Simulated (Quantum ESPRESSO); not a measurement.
KI: zone-centre phonons and dielectric response under several settings

```
I K
1.0
     0.00000    3.53277    3.53277
     3.53277    0.00000    3.53277
     3.53277    3.53277    0.00000
I K
1 1
Direct
  0.50000 0.50000 0.50000
  0.00000 0.00000 0.00000
```

All runs used Quantum ESPRESSO 7.5; k mesh 4 × 4 × 4, shifted; relaxed cell; no spin polarisation; occupations smeared at first, fixed for the response.

| level | potentials | cutoff (eV) | volume (Å³/atom) | lowest optical mode without the field (cm⁻¹) | highest mode with the field (cm⁻¹) | ε∞ (mean) | ε0 (mean) | Born charge of atom 1 (e) |
| --- | --- | --- | --- | --- | --- | --- | --- | --- |
| LDA | PseudoDojo 0.4.1 SR LDA standard | 980 | 39.60 | 115 | 146 | 3.12 | 5.1 | -1.11 |
| PBE | PseudoDojo 0.4.1 SR PBE standard | 1007 | 46.28 | 88 | 127 | 2.80 | 5.9 | -1.16 |
| BLYP | PseudoDojo 0.4.1 SR PBE standard | 1007 | 49.32 | 82 | 123 | 2.69 | 6.1 | -1.17 |
| PW91 | PseudoDojo 0.4.1 SR PBE standard | 1007 | ? | ? | ? | ? | ? | ? |
| revPBE | PseudoDojo 0.4.1 SR PBE standard | 1007 | 50.24 | 73 | 118 | 2.62 | 6.9 | -1.18 |
| vdW-DF-cx | PseudoDojo 0.4.1 SR PBE standard | 1007 | 44.09 | 102 | 136 | 2.88 | 5.2 | -1.13 |

Problem. What stands in the row left open?

Solution. Volume 46.20 Å³/atom; lowest optical mode without the field 86 cm⁻¹; highest mode with the field 126 cm⁻¹; ε∞ 2.80; ε0 6.0; Born charge of atom 1 -1.16 e.

Caveats: the potentials were made for another functional, which shifts forces and pressure (some runs); the relaxation stopped at its first step, so nothing moved (some runs).

For the row left open. Caveat: the potentials were made for another functional, which shifts forces and pressure.
